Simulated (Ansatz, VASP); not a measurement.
## InSb in VASP and in Ansatz

```
In Sb
1.0
     0.00000    3.28172    3.28172
     3.28172    0.00000    3.28172
     3.28172    3.28172    0.00000
In Sb
1 1
Direct
  0.00000 0.00000 0.00000
  0.75000 0.75000 0.75000
```

Change from the starting cell: volume scaled by 1.04.

Alike in both runs: task single point; functional PBE; k mesh 9 × 9 × 9; occupations fermi-dirac, width 0.05 eV; no spin polarisation.

```csv
,VASP,Ansatz
version,VASP 6.6.1,Ansatz 0.2.0
potentials or method,"VASP PAW PBE potentials, release 64 (In_d, Sb), cutoff 520 eV","all-electron LAPW, scalar-relativistic"
```

```tsv
	VASP	Ansatz	Ansatz less VASP
pressure (GPa)	1.3	1.3	+0.03
```

Ansatz ran all-electron here, so the differences hold the error of VASP's frozen core and of both bases.

Spin-orbit coupling is left out, which matters for the levels of Sb.
